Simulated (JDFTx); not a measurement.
# KBr under changes of volume

One of the cells (35.937 Å³/atom); the others are scaled copies at fixed shape and fractional positions:

```
CELL_PARAMETERS angstrom
0.00000 3.30000 3.30000
3.30000 0.00000 3.30000
3.30000 3.30000 0.00000
ATOMIC_POSITIONS crystal
Br 0.50000 0.50000 0.50000
K 0.00000 0.00000 0.00000
```

- Program: JDFTx 1.7.0 (patched build)
- Functional: PBEsol
- Potentials or basis: PseudoDojo-SR-PBEsol-0.4.1-standard with smoothed tails
- Cutoff: 1007 eV
- Density cutoff: 8055 eV
- k mesh: 7 × 7 × 7
- Occupations: fermi-dirac, width 0.05 eV
- Spin: no spin polarisation

```tsv
volume (Å³/atom)	energy over the lowest point (meV/atom)	pressure (GPa)	gap on the mesh (eV)
33.781	?	?	?
34.500	0.51	0.3	4.38
35.218	0.00	-0.1	4.33
35.937	0.89	-0.3	4.28
36.656	3.00	-0.6	4.23
37.374	6.20	-0.8	4.19
38.093	10.36	-1.0	4.15
```

Problem. What does the run at 33.781 Å³/atom give?

Solution. Energy over the lowest point 2.58 meV/atom; pressure 0.6 GPa; gap on the mesh 4.44 eV.

Worked out: A Birch-Murnaghan fit of order 3 (a polynomial in V^(-2/3)) to the other rows has its minimum at 35.11 Å³/atom with B0 = V·E''(V) = 15.4 GPa and B' = 5.1. It gives 2.59 meV/atom at 33.781 Å³/atom, against the run's 2.58, and -dE/dV = 0.7 GPa, against 0.6. A straight line through the other rows of the gap, of slope -2.34 eV per unit of ln V (its deformation potential), extrapolates to 4.43 eV, against the run's 4.44.

Energies are extrapolated to zero smearing.

Caveats: an odd mesh through Γ misses points on the zone boundary, where band edges often lie (some runs).

Spin-orbit coupling on Br is left out.
